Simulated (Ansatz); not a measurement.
# ZnSe (Stilleite) (F-43m) in Ansatz: settings compared, part 2 of 2

Ansatz 0.2.0. Earlier steps stand in the parts before.

### Step 3. Relaxation of cell and atoms, PBEsol+D4

The input, input.yaml:

```yaml
crystal:
  lattice:
    - [0.0, 2.8338, 2.8338]
    - [2.8338, 0.0, 2.8338]
    - [2.8338, 2.8338, 0.0]
  atoms:
    - { symbol: Se, position: [0.75, 0.75, 0.75] }
    - { symbol: Zn, position: [0.0, 0.0, 0.0] }
hamiltonian:
  xc: pbesol
  pseudopotentials: { kind: paw }
  dispersion: d4
kpoints:
  mp_grid: { grid: [8, 8, 8] }
scf:
  occupations: { method: fermi_dirac, width: 0.05 }
output:
  forces: true
  stress: true
relax:
  f_tol: 0.01
  max_steps: 40
  cell: { stress_tol: 0.05 }
```

Potentials or basis: Ansatz PAW.

On the command line:

```
$ ansatz run input.yaml --threads 2 --pin off --max-ram 5632MiB --backend cpu --events-out ev --progress --plain --runs-dir out
```

The log of the run:

```text
Warning: RAYON_NUM_THREADS=2 ignored (pool sized by the plan → 2); use --threads N
Engine: ansatz 0.2.0, x86_64-unknown-linux-gnu
Pseudopotentials: kind: paw
Pseudopotential: Se, paw, valence charge 16, recommended cutoff 420 eV (normal), Se.paw.azcp
Pseudopotential: Zn, paw, valence charge 12, recommended cutoff 420 eV (normal), Zn.paw.azcp
Functional definition: PBEsol
  exchange = pbesol_x
  correlation = pbesol_c
Crystal: 2 atoms, lattice volume = 45.513 Å³
Basis set: ecut = 420 eV, 893 PW (Γ), exchange–correlation on 54×54×54 points (8 copies of the dense FFT grid, shifted against one another)
Bands: 18, of which v1, the nominal top of the filled ones, is band 14 counted from 1 (13 counted from 0)
Symmetry: 24 space group operations
Space group: F-43m (ITA 216), of the structure as read, at distance tolerance 3.6e-5 Å
k-points: 29 of 512 (time reversal used)
Non-local potential: Se, projectors of the file, l = 0: 2, l = 1: 2, l = 2: 3, l = 3: 1
Non-local potential: Zn, projectors of the file, l = 0: 2, l = 1: 2, l = 2: 3, l = 3: 1
PAW form: soft (Blöchl's): semilocal exchange-correlation on the pseudo side does not see the compensation charge
[... 62 lines left out ...]
  E_nonlocal   = 22.390677
  E_hartree    = 2009.413010
  E_xc         = -239.485634
  E_vxc        = -151.246124  (∫ρ·V_xc dr)
  E_paw        = -3658.460749  (= ΣΔE_a)
  E_vpaw       = -177.714278  (= ΣTr[D̂ρ^β])
  E_aug_tail   = -0.000958  (compensation charges beyond the density's cutoff)
  E_ewald      = -2755.405573
  E_disp       = -0.379210  (pairwise vdW)
  E_core_change = 1.805805  (= ΣΔE_core)
  E_smearing   = -0.000000  (= −TS)
  E_closure    = 0.000000  (closes the sum)
  Σ components = -8706.830142   (vs F -8706.830142, Δ=0.00e0)
--- Forces (eV/Å), atoms counted from 1 ---
  atom   1  Se     0.00000000    -0.00000000    -0.00000000
  atom   2  Zn    -0.00000000     0.00000000     0.00000000
  max |Σ_I F_I| component: 6.94e-17 eV/Å
--- Stress (GPa, compression-positive) ---
        0.041031      -0.000000       0.000000
        0.000000       0.041031       0.000000
        0.000000       0.000000       0.041031
  P = ⅓ Tr σ = 0.0410 GPa (0.410 kbar)
--- Relaxed structure (3 steps of the walk, 3 accepted, 1 SCFs on fresh bases) ---
  F+E_penalty+E_count = -8706.83014186 eV   max|allowed force component| = 4.857e-17 eV/Å   (the final SCF, on the basis selected at the relaxed cell)
  cell:  # Å, volume = 43.8267 Å³
    - [3.184607520559744e-34, 2.7983567682120314, 2.7983567682120314]
    - [2.7983567682120314, 4.337435443002371e-33, 2.7983567682120314]
    - [2.7983567682120314, 2.7983567682120314, 4.1145129165631894e-33]
  atoms:
    - { symbol: Se, position: [0.75, 0.75, 0.75] }
    - { symbol: Zn, position: [2.959213764622094e-34, -3.1857564451673264e-34, -3.3839812906444046e-34] }
```

It took 9.5 s on 2 threads of Intel Xeon at 2.70GHz, shared host; peak memory 0.38 GiB.

What came out:

| Property | Result |
| --- | --- |
| Free energy | -8706.8301 eV |
| Relaxed volume | 21.91 Å³/atom |
| Relaxed cell | a = 3.957 Å, b = 3.957 Å, c = 3.957 Å, α = 60.00°, β = 60.00°, γ = 60.00° |
| Space group after relaxing (to 0.05 Å) | F-43m (No. 216) |
| Energy gained by relaxing | 6.3 meV/atom |
| Ionic steps | 4 |
| Pressure after relaxing | 0.0 GPa |
| Band gap on the k mesh | 1.32 eV |

Step by step:
| step | energy change (eV) | largest force (eV/Å) | volume (Å³) |
| --- | --- | --- | --- |
| 1 | 0.0000 | 0.0000 | 45.51 |
| 2 | -0.0122 | 0.0000 | 44.24 |
| 3 | -0.0131 | 0.0000 | 43.83 |
| 4 | -0.0125 | 0.0000 | 43.83 |

Final structure:
```
CELL_PARAMETERS angstrom
0.00000 2.79836 2.79836
2.79836 0.00000 2.79836
2.79836 2.79836 0.00000
ATOMIC_POSITIONS crystal
Se 0.75000 0.75000 0.75000
Zn 0.00000 0.00000 0.00000
```

Caveat: the plane-wave basis is chosen anew once the cell has moved, so the energies of steps on either side of that aren't comparable; the PAW data sets come from PBE, with cores solved anew for the run's functional, which leaves a small shift of forces and pressure. A hybrid or GW would open this gap; PBEsol tends to underestimate it.

### Step 4. Relaxation of cell and atoms, RPBE+D3(BJ)

input.yaml: that of step 3 with these lines changed.

```diff
@@ -9,5 +9,5 @@
 hamiltonian:
-  xc: pbesol
+  xc: rpbe
   pseudopotentials: { kind: paw }
-  dispersion: d4
+  dispersion: d3bj
 kpoints:
```

On the command line:

```
$ ansatz run input.yaml --threads 2 --pin off --max-ram 5632MiB --backend cpu --events-out ev --progress --plain --runs-dir out
```

It took 11 s on 2 threads of Intel Xeon at 2.70GHz, shared host; peak memory 0.38 GiB.

The run converged. Its results:

* Free energy: -8803.5330 eV
* Relaxed volume: 20.80 Å³/atom
* Relaxed cell: a = 3.890 Å, b = 3.890 Å, c = 3.890 Å, α = 60.00°, β = 60.00°, γ = 60.00°
* Space group after relaxing (to 0.05 Å): F-43m (No. 216)
* Energy gained by relaxing: 35.9 meV/atom
* Ionic steps: 5
* Pressure after relaxing: 0.0 GPa
* Band gap on the k mesh: 1.82 eV

The path:
| step | energy change (eV) | largest force (eV/Å) | volume (Å³) |
| --- | --- | --- | --- |
| 1 | 0.0000 | 0.0000 | 45.51 |
| 2 | -0.0677 | 0.0000 | 42.60 |
| 3 | -0.0734 | 0.0000 | 41.45 |
| 4 | -0.0734 | 0.0000 | 41.61 |
| 5 | -0.0718 | 0.0000 | 41.61 |

Final structure:
```xyz
2
Lattice="0.0000 2.7503 2.7503 2.7503 0.0000 2.7503 2.7503 2.7503 0.0000" Properties=species:S:1:pos:R:3 pbc="T T T"
Se    4.1255    4.1255    4.1255
Zn    0.0000    0.0000    0.0000
```

Caveat: the plane-wave basis is chosen anew once the cell has moved, so the energies of steps on either side of that aren't comparable; the PAW data sets come from PBE, with cores solved anew for the run's functional, which leaves a small shift of forces and pressure. A k mesh can miss the band edges.

### Step 5. Single point, PBE

The input, input.yaml:

```yaml
crystal:
  lattice:
    - [0.0, 2.8338, 2.8338]
    - [2.8338, 0.0, 2.8338]
    - [2.8338, 2.8338, 0.0]
  atoms:
    - { symbol: Se, position: [0.75, 0.75, 0.75] }
    - { symbol: Zn, position: [0.0, 0.0, 0.0] }
hamiltonian:
  xc: pbe
  pseudopotentials: { kind: paw }
kpoints:
  mp_grid: { grid: [8, 8, 8] }
scf:
  occupations: { method: gaussian, width: 0.025 }
output:
  forces: true
  stress: true
  eigenvalues: true
```

On the command line:

```
$ ansatz run input.yaml --threads 2 --pin off --max-ram 5632MiB --backend cpu --events-out ev --progress --plain --runs-dir out
```

It took 4.2 s on 2 threads of Intel Xeon at 2.70GHz, shared host; peak memory 0.35 GiB.

It converged, with:

| Quantity | Value |
| --- | --- |
| Free energy | -8789.5263 eV |
| Pressure | 2.1 GPa |
| Band gap on the k mesh | 1.29 eV, direct |

Levels at points of the mesh, in eV from the valence-band top:
```
             k point  band 12  band 13  band 14  band 15  band 16  band 17
  (0.00, 0.00, 0.00)     0.00     0.00     0.00     1.29     5.81     5.81
 (0.00, 0.00, -0.50)    -5.23    -0.87    -0.87     2.55     6.39     6.39
(0.00, -0.50, -0.50)    -4.75    -2.18    -2.18     2.99     3.47    10.73
```

### Step 6. Overview

```csv
task,level,cell,smearing,gap on the mesh (eV),pressure (GPa),relaxed volume (Å³/atom)
relaxation of cell and atoms,PBEsol+D3(BJ),relaxed,fermi-dirac 0.05 eV,1.36,0.0,21.67
relaxation of cell and atoms,PBEsol+D4,relaxed,fermi-dirac 0.05 eV,1.32,0.0,21.91
relaxation of cell and atoms,RPBE+D3(BJ),relaxed,fermi-dirac 0.05 eV,1.82,0.0,20.80
single point,PBE,as given,gaussian 0.025 eV,1.29,2.1,-
```

Alike in all rows: potentials or basis Ansatz PAW; no spin polarisation; k mesh 8 × 8 × 8; cutoff (eV) 420.

Caveats: the plane-wave basis is chosen anew once the cell has moved, so the energies of steps on either side of that aren't comparable (some runs); the PAW data sets come from PBE, with cores solved anew for the run's functional, which leaves a small shift of forces and pressure (some runs).

Total energies depend on the potentials used, so only differences within one code and one set of settings carry meaning.

### Step 7. Against experiment

Step 5. A measured gap of ZnSe is 2.695 eV (an exciton energy, a little under the gap; 300 K; “Alloy Disordering Effects on the Thermal Conductivity and Energy Gap Temperature Dependence of Cd1−xZnxSe Ternary Crystals Grown by the Bridgman Method”, 2023, pmc:10253836); the calculated 1.29 eV misses it by -1.41 eV. So large a miss can be the level of theory's own, or it may mean another phase, state or a wrong row. Spin-orbit coupling on Se is left out. The value is that of PBE, without temperature or zero-point motion. Semilocal functionals fall short of measured gaps as a rule.
